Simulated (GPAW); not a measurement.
Input of a GPAW 26.7.0 run:

The input run.py:

```python
from ase import Atoms
from ase.dft.bandgap import bandgap
from ase.io import write
from ase.units import Bohr
from gpaw import GPAW, PW

atoms = Atoms(['Pt', 'Se', 'Se'],
              cell=[[3.724, 0.0, 0.0],
                    [-1.862, 3.2250786037, 0.0],
                    [0.0, 0.0, 5.062]],
              scaled_positions=[[0.0, 0.0, 0.0],
                                [0.6666666667, 0.3333333333, 0.75],
                                [0.3333333333, 0.6666666667, 0.25]],
              pbc=True)

calc = GPAW(mode=PW(510),
            xc={'name': 'optB88-vdW', 'backend': 'libvdwxc'},
            kpts={'size': (4, 4, 3), 'gamma': True},
            occupations={'name': 'fermi-dirac', 'width': 0.01},
            nbands=26,
            convergence={'density': 1e-05, 'energy': 1e-05},
            maxiter=150,
            legacy_gpaw=True,
            txt='gpaw.txt')
atoms.calc = calc
energy = atoms.get_potential_energy()
forces = atoms.get_forces()
calc.write('gs.gpw')
write('result.traj', atoms)
print(f'Energy: {energy:.6f} eV')
print('Forces (eV/A):')
print(forces.round(4))
print('Fermi level:', round(calc.get_fermi_level(), 4), 'eV')
print(f'Gap: {bandgap(calc)[0]:.4f} eV, direct: {bandgap(calc, direct=True)[0]:.4f} eV')

# fields on the real-space grid
write('density.cube', atoms, data=calc.get_pseudo_density() * Bohr**3)
write('potential.cube', atoms, data=calc.get_electrostatic_potential())
```

Potentials or basis: GPAW PAW data sets (gpaw-data 1.2.1), pw.

Launch:

```bash
$ OMP_NUM_THREADS=1 python run.py
```

Question: Estimate the largest force.

Answer: 0.967 eV/Å.

Question: What does it give for the band gap on the k mesh?

Answer: None (metal or under the smearing width).

Forces in eV/Å, atoms in the order of the input:
```
Pt   0.000  0.000  0.000
Se   0.000  0.000 -0.967
Se   0.000  0.000  0.967
```

Caveat: the k mesh is coarse (spacing up to 0.49 Å⁻¹), so the values aren't converged; the PAW data sets were made with another functional, which shifts forces and pressure a little. Spin-orbit coupling is left out, which matters for the levels of Pt.
